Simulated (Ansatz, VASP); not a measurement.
# Mn in VASP and in Ansatz

```xyz
1
Lattice="-1.4099 1.4099 1.4099 1.4099 -1.4099 1.4099 1.4099 1.4099 -1.4099" Properties=species:S:1:pos:R:3 pbc="T T T"
Mn    0.0000    0.0000    0.0000
```

Alike in both runs: functional BLYP; k mesh 15 × 15 × 15; occupations fermi-dirac, width 0.1 eV; no spin polarisation.

Ansatz relaxed the structure, and its values are those at the end. VASP's run is a single point on that final structure, the one shown.

|  | VASP | Ansatz |
| --- | --- | --- |
| version | VASP 6.6.1 | Ansatz 0.2.0 |
| potentials or method | VASP PAW PBE potentials, release 64 (Mn_pv) | plane waves (420 eV) with PAW, scalar-relativistic |
| plane-wave cutoff (eV) | 520 | 420 |
| valence electrons in the cell | 13 | 15 |

VASP gave:

| Quantity | Value |
| --- | --- |
| pressure (GPa) | 0.1 |

Q: What did Ansatz give for the same quantities?

A: Pressure (GPa): 0.0.

The two sets of potentials don't hold the same shells in valence.

Caveats: the PAW data sets were made with another functional, which shifts forces and pressure a little (VASP); the run has no spin polarisation, though such a crystal can be magnetic. Spin polarisation is off, so any magnetic state and its effect on volume and gap are missing.
